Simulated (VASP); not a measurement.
# C in VASP: further runs

The runs below take C through band structure, with PBE+D3(BJ), r2SCAN, LDA.

Program: VASP 6.6.1. These are calculated values, not measurements. Logs are shortened: lines on timing, memory, paths and dates and some standing lists are left out, and cuts for length are marked.

**1. The structure**

The cell holds a slab with vacuum, 4 atoms: a = 2.466 Å, b = 2.466 Å, c = 21.429 Å, α = 90.00°, β = 90.00°, γ = 120.00°.

The slab is cut from a database's or a generator's crystal, which needn't be the stable form of the element.

**2. Band structure, PBE+D3(BJ)**

Contents of INCAR:

```
SYSTEM = C
ALGO = Normal
DIPOL = 0.5 0.5 0.500
EDIFF = 1E-7
ENCUT = 520
GGA = PE
IDIPOL = 3
ISIF = 2
ISMEAR = 0
IVDW = 12
KPAR = 2
LASPH = .True.
LCHARG = .False.
LDIPOL = .True.
LREAL = .False.
LVACPOTAV = .True.
LVHAR = .True.
LWAVE = .False.
NBANDS = 16
NELM = 80
PREC = Accurate
SIGMA = 0.03
```

Contents of KPOINTS:

```
k-points
0
Gamma
  15 15 1
  0 0 0
```

Contents of POSCAR:

```
C                                       
1.0
    2.4656797293      0.0000000000      0.0000000000
   -1.2328398646      2.1353412858      0.0000000000
    0.0000000000      0.0000000000     21.4289500000
  C             
     4
Direct
     0.0000000000000000    0.0000000000000000    0.4207967696772599
     0.6666666699999979    0.3333333300000021    0.4207717617004363
     0.0000000000000000    0.0000000000000000    0.5792020825295694
     0.3333333300000021    0.6666666699999979    0.5792293860927344
```

Contents of KPOINTS_OPT:

```
explicit points
67
Reciprocal
 0.0000000000  0.0000000000  0.0000000000 1
 0.0357142900  0.0000000000  0.0000000000 1
 0.0714285700  0.0000000000  0.0000000000 1
 0.1071428600  0.0000000000  0.0000000000 1
 0.1428571400  0.0000000000  0.0000000000 1
 0.1785714300  0.0000000000  0.0000000000 1
 0.2142857100  0.0000000000  0.0000000000 1
 0.2500000000  0.0000000000  0.0000000000 1
 0.2857142900  0.0000000000  0.0000000000 1
 0.3214285700  0.0000000000  0.0000000000 1
 0.3571428600  0.0000000000  0.0000000000 1
 0.3928571400  0.0000000000  0.0000000000 1
 0.4285714300  0.0000000000  0.0000000000 1
 0.4642857100  0.0000000000  0.0000000000 1
 0.5000000000  0.0000000000  0.0000000000 1
 0.4791666700  0.0416666700  0.0000000000 1
 0.4583333300  0.0833333300  0.0000000000 1
 0.4375000000  0.1250000000  0.0000000000 1
 0.4166666700  0.1666666700  0.0000000000 1
 0.3958333300  0.2083333300  0.0000000000 1
 0.3750000000  0.2500000000  0.0000000000 1
 0.3541666700  0.2916666700  0.0000000000 1
 0.3333333300  0.3333333300  0.0000000000 1
 0.3137254900  0.3137254900  0.0000000000 1
 0.2941176500  0.2941176500  0.0000000000 1
 0.2745098000  0.2745098000  0.0000000000 1
 0.2549019600  0.2549019600  0.0000000000 1
 0.2352941200  0.2352941200  0.0000000000 1
 0.2156862700  0.2156862700  0.0000000000 1
 0.1960784300  0.1960784300  0.0000000000 1
 0.1764705900  0.1764705900  0.0000000000 1
 0.1568627500  0.1568627500  0.0000000000 1
 0.1372549000  0.1372549000  0.0000000000 1
 0.1176470600  0.1176470600  0.0000000000 1
 0.0980392200  0.0980392200  0.0000000000 1
 0.0784313700  0.0784313700  0.0000000000 1
 0.0588235300  0.0588235300  0.0000000000 1
 0.0392156900  0.0392156900  0.0000000000 1
 0.0196078400  0.0196078400  0.0000000000 1
 0.0000000000  0.0000000000  0.0000000000 1
 0.0000000000  0.0000000000  0.0000000000 1
 0.0047173500 -0.0023586800  0.0000000000 1
-0.0047173500  0.0023586800  0.0000000000 1
 0.0137589400 -0.0068794700  0.0000000000 1
-0.0137589400  0.0068794700  0.0000000000 1
-0.0000000000  0.0040853500  0.0000000000 1
 0.0000000000 -0.0040853500  0.0000000000 1
-0.0000000000  0.0119156000  0.0000000000 1
 0.0000000000 -0.0119156000  0.0000000000 1
 0.5000000000  0.0000000000  0.0000000000 1
 0.5047173500 -0.0023586800  0.0000000000 1
 0.4952826500  0.0023586800  0.0000000000 1
 0.5137589400 -0.0068794700  0.0000000000 1
 0.4862410600  0.0068794700  0.0000000000 1
 0.5000000000  0.0040853500  0.0000000000 1
 0.5000000000 -0.0040853500  0.0000000000 1
 0.5000000000  0.0119156000  0.0000000000 1
 0.5000000000 -0.0119156000  0.0000000000 1
 0.3333333300  0.3333333300  0.0000000000 1
 0.3380506800  0.3309746500  0.0000000000 1
 0.3286159800  0.3356920100  0.0000000000 1
 0.3470922700  0.3264538600  0.0000000000 1
 0.3195743900  0.3402128000  0.0000000000 1
 0.3333333300  0.3374186800  0.0000000000 1
 0.3333333300  0.3292479800  0.0000000000 1
 0.3333333300  0.3452489300  0.0000000000 1
 0.3333333300  0.3214177300  0.0000000000 1
```

Potentials or basis: VASP PAW PBE potentials, release 64 (C).

Command:

```console
$ cat potpaw_PBE.64/C/POTCAR > POTCAR
$ mpirun -np 2 vasp_std > vasp.out
```

OUTCAR:

```text
SYSTEM = C
   EDIFF = 1E-7
   ENCUT = 520
   GGA = PE
   ISIF = 2
   ISMEAR = 0
   IVDW = 12
   LASPH = .True.
   LREAL = .False.
   NELM = 80
   PREC = Accurate
 IVDW          = 12

 ion  position               nearest neighbor table
   1  0.000  0.000  0.421-   2 1.42   2 1.42   2 1.42
   2  0.667  0.333  0.421-   1 1.42   1 1.42   1 1.42
   3  0.000  0.000  0.579-   4 1.42   4 1.42   4 1.42
   4  0.333  0.667  0.579-   3 1.42   3 1.42   3 1.42

  LATTYP: Found a hexagonal cell.
 ALAT       =     2.4656797293
 C/A-ratio  =     8.6908894717

  Lattice vectors:

 A1 = (   2.4656797293,   0.0000000000,   0.0000000000)
 A2 = (  -1.2328398646,   2.1353412858,   0.0000000000)
 A3 = (   0.0000000000,   0.0000000000,  21.4289500000)

Analysis of symmetry for initial positions (statically):
=====================================================================
 Subroutine PRICEL returns:
 Original cell was already a primitive cell.

 Routine SETGRP: Setting up the symmetry group for a
 hexagonal supercell.

 Subroutine GETGRP returns: Found 12 space group operations
 (whereof 12 operations were pure point group operations)
 out of a pool of 24 trial point group operations.

The static configuration has the point symmetry D_3d.

Analysis of symmetry for dynamics (positions and initial velocities):
=====================================================================
 Subroutine PRICEL returns:
 Original cell was already a primitive cell.

 Routine SETGRP: Setting up the symmetry group for a
 hexagonal supercell.

 Subroutine GETGRP returns: Found 12 space group operations
 (whereof 12 operations were pure point group operations)
 out of a pool of 24 trial point group operations.

The dynamic configuration has the point symmetry D_3d.

 Subroutine INISYM returns: Found 12 space group operations
 (whereof 12 operations are pure point group operations),
 and found     1 'primitive' translations

----------------------------------------------------------------------------------------

                                     Primitive cell

  volume of cell :     112.8249

  direct lattice vectors                    reciprocal lattice vectors
     2.465679729  0.000000000  0.000000000     0.405567677  0.234154607  0.000000000
    -1.232839865  2.135341286  0.000000000     0.000000000  0.468309214  0.000000000
     0.000000000  0.000000000 21.428950000     0.000000000  0.000000000  0.046665842

  length of vectors
     2.465679729  2.465679732 21.428950000     0.468309215  0.468309214  0.046665842

  position of ions in fractional coordinates (direct lattice)
[... 94 lines left out ...]
   NELECT =      16.0000    total number of electrons
   NUPDOWN=      -1.0000    fix difference up-down
   EMIN   =  10.00;   EMAX   =-10.00  energy-range for DOS
   EFERMI =   0.00;   METHOD = LEGACY
   ISMEAR =     0;   SIGMA  =   0.03  broadening in eV -4-tet -1-fermi 0-gaus
   EFERMI_NEDOS =   21; number of points for ismear=-14 and -15
   IALGO  =     38    algorithm
   IMIX   =      4    mixing-type and parameters
     AMIX     =   0.40;   BMIX     =  1.00
     AMIX_MAG =   1.60;   BMIX_MAG =  1.00
  volume/ion in A,a.u.               =      28.21       190.34
  Fermi-wavevector in a.u.,A,eV,Ry     =   0.853716  1.613289  9.916338  0.728830
  Thomas-Fermi vector in A             =   1.970201
   LORBIT       =      0    0 simple, 1 ext, 2 COOP (PROOUT), +10 PAW based schemes
   GGA     = PE    functional components
   LHFCALC =     F    Hartree Fock is set to
   AEXX    =    0.0000 exact exchange contribution
   IVDW    =    12    specifies the selected vdW correction
   LEPSILON=     F    determine dielectric tensor
   LRPA    =     F    only Hartree local field effects (RPA)
 non-spin polarized calculation
 Gauss-broadening in eV      SIGMA  =   0.03
  energy-cutoff  :      520.00
  volume of cell :      112.82
 maximum number of plane-waves:      3076
   NGX =  9   NGY =  9   NGZ = 79

 dipolmoment           0.000000      0.000000     -0.000000 electrons x Angstroem

 number of electron      15.9999996 magnetization

 dipolmoment           0.000000      0.000000      0.000000 electrons x Angstroem

 Free energy of the ion-electron system (eV)
  ---------------------------------------------------
  ext. energy  EPLUGINS =         0.00000000
  ---------------------------------------------------
  free energy    TOTEN  =       -36.87624742 eV

  energy without entropy =      -36.87594652  energy(sigma->0) =      -36.87609697

 E-fermi :  -1.4683     XC(G=0):  -3.6361

 val. band max:       -1.4682806981   @ k =   0.3333   0.3333   0.0000
 cond. band min:      -1.4682771812   @ k =   0.3333   0.3333   0.0000
 fundamental gap:      0.0000035169
 Fermi energy:        -1.4682789396

 k-point     1 :       0.0000    0.0000    0.0000
  band No.  band energies     occupation
      1     -21.0479      2.00000
      2     -20.9106      2.00000
      3      -9.5242      2.00000
      4      -8.6069      2.00000
      5      -4.4998      2.00000
      6      -4.4998      2.00000
[... 433 lines left out ...]
      3     -14.1526      2.00000
      4     -14.1217      2.00000
      5     -10.3218      2.00000
      6     -10.2754      2.00000
[... 8 lines left out ...]
     15      10.4575      0.00000
     16      10.5941      0.00000

 [... further k-points ...]

------------------------ aborting loop because EDIFF is reached ----------------------------------------

 Edisp (eV)   -0.47517

 E8    (eV) :    -0.1421

  FORCE on cell =-STRESS in cart. coord.  units (eV):
  Direction    XX          YY          ZZ          XY          YZ          ZX
  --------------------------------------------------------------------------------------
  -------------------------------------------------------------------------------------
  Total       0.11887     0.11887    -0.02199     0.00000     0.00000     0.00000
  in kB       1.68795     1.68795    -0.31233     0.00000     0.00000     0.00000
  external pressure =        1.02 kB  Pullay stress =        0.00 kB

 VOLUME and BASIS-vectors are now :
 -----------------------------------------------------------------------------
  energy-cutoff  :      520.00
  volume of cell :      112.82
      direct lattice vectors                 reciprocal lattice vectors
     2.465679729  0.000000000  0.000000000     0.405567677  0.234154607  0.000000000
    -1.232839865  2.135341286  0.000000000     0.000000000  0.468309214  0.000000000
     0.000000000  0.000000000 21.428950000     0.000000000  0.000000000  0.046665842

 POSITION                                       TOTAL-FORCE (eV/Angst)
 -----------------------------------------------------------------------------------
      0.00000      0.00000      9.01723        -0.000000      0.000000     -0.000150
      1.23284      0.71178      9.01670         0.000000      0.000000     -0.000218
      0.00000      0.00000     12.41169         0.000000     -0.000000      0.000150
     -0.00000      1.42356     12.41228        -0.000000      0.000000      0.000218
 -----------------------------------------------------------------------------------
    total drift:                                0.000000     -0.000000     -0.000011

  FREE ENERGIE OF THE ION-ELECTRON SYSTEM (eV)
  ---------------------------------------------------
  free  energy   TOTEN  =       -37.3514148797 eV

  energy  without entropy=      -37.3511139786  energy(sigma->0) =      -37.35126443

 vacuum level on the upper side and lower side of the slab         2.808         2.808
```

Run time: 47 s. Hardware: 2 MPI ranks of Intel Xeon 6975P-C (Granite Rapids), shared host; peak memory 0.24 GiB.

What came out:

| Item | Value |
| --- | --- |
| Free energy | -37.3514 eV |
| Band gap along the path | none (metal or under the smearing width) |
| Dispersion energy per atom | -0.119 eV |
| Work function of the upper face | 4.28 eV |
| Work function of the lower face | 4.28 eV |

**3. Band structure, r2SCAN**

Contents of INCAR:

```
SYSTEM = C
ALGO = All
AMIN = 0.01
DIPOL = 0.5 0.5 0.500
EDIFF = 1E-7
ENCUT = 520
IDIPOL = 3
ISIF = 2
ISMEAR = 0
KPAR = 2
LASPH = .True.
LCHARG = .False.
LDIPOL = .True.
LMIXTAU = .True.
LREAL = .False.
LVACPOTAV = .True.
LVHAR = .True.
LWAVE = .False.
METAGGA = R2SCAN
NBANDS = 16
NELM = 120
PREC = Accurate
SIGMA = 0.03
```

KPOINTS is that of step 2.

POSCAR is that of step 2.

KPOINTS_OPT is that of step 2.

Potentials or basis: VASP PAW PBE potentials, release 64 (C).

Command:

```console
$ cat potpaw_PBE.64/C/POTCAR > POTCAR
$ mpirun -np 2 vasp_std > vasp.out
```

It took 2.9 min on 2 MPI ranks of Intel Xeon 6975P-C (Granite Rapids), shared host; peak memory 0.28 GiB.

Results (log left out):

- Free energy: -39.7123 eV
- Largest force: 0.019 eV/Å
- Band gap along the path: none (metal or under the smearing width)
- Work function of the upper face: 4.34 eV
- Work function of the lower face: 4.34 eV

Forces on the atoms (eV/Å):
```
C    0.000  0.000 -0.019
C    0.000  0.000 -0.012
C    0.000  0.000  0.019
C    0.000  0.000  0.012
```

Levels at points of the mesh, in eV from the Fermi level:
```
           k point  band 5  band 6  band 7  band 8  band 9  band 10  band 11  band 12
(0.00, 0.00, 0.00)   -3.22   -3.22   -3.21   -3.21    3.80     4.21     4.65     6.10
```

Caveat: the PAW data sets were made with another functional, which shifts forces and pressure a little.

**4. Band structure, LDA**

Contents of INCAR:

```
SYSTEM = C
ALGO = Normal
DIPOL = 0.5 0.5 0.500
EDIFF = 1E-7
ENCUT = 520
GGA = CA
IDIPOL = 3
ISIF = 2
ISMEAR = 0
KPAR = 2
LASPH = .True.
LCHARG = .False.
LDIPOL = .True.
LREAL = .False.
LVACPOTAV = .True.
LVHAR = .True.
LWAVE = .False.
NBANDS = 16
NELM = 80
PREC = Accurate
SIGMA = 0.03
```

KPOINTS is that of step 3.

POSCAR is that of step 3.

KPOINTS_OPT is that of step 3.

Potentials or basis: VASP PAW LDA potentials, release 64 (C).

Command:

```console
$ cat potpaw_LDA.64/C/POTCAR > POTCAR
$ mpirun -np 2 vasp_std > vasp.out
```

It took 52 s on 2 MPI ranks of Intel Xeon 6975P-C (Granite Rapids), shared host; peak memory 0.2 GiB.

It converged, with:

| Property | Result |
| --- | --- |
| Free energy | -40.3824 eV |
| Largest force | 0.011 eV/Å |
| Band gap along the path | none (metal or under the smearing width) |
| Work function of the upper face | 4.58 eV |
| Work function of the lower face | 4.58 eV |

Forces in eV/Å, atoms in the order of the input:
```
C    0.000  0.000  0.011
C    0.000  0.000  0.009
C    0.000  0.000 -0.011
C    0.000  0.000 -0.009
```

Levels at points of the mesh, in eV from the Fermi level:
| k point | band 6 | band 7 | band 8 | band 9 | band 10 | band 11 |
| --- | --- | --- | --- | --- | --- | --- |
| (0.00, 0.00, 0.00) | -3.02 | -3.01 | -3.01 | 3.50 | 4.05 | 4.76 |

[end of part 1 of 2]
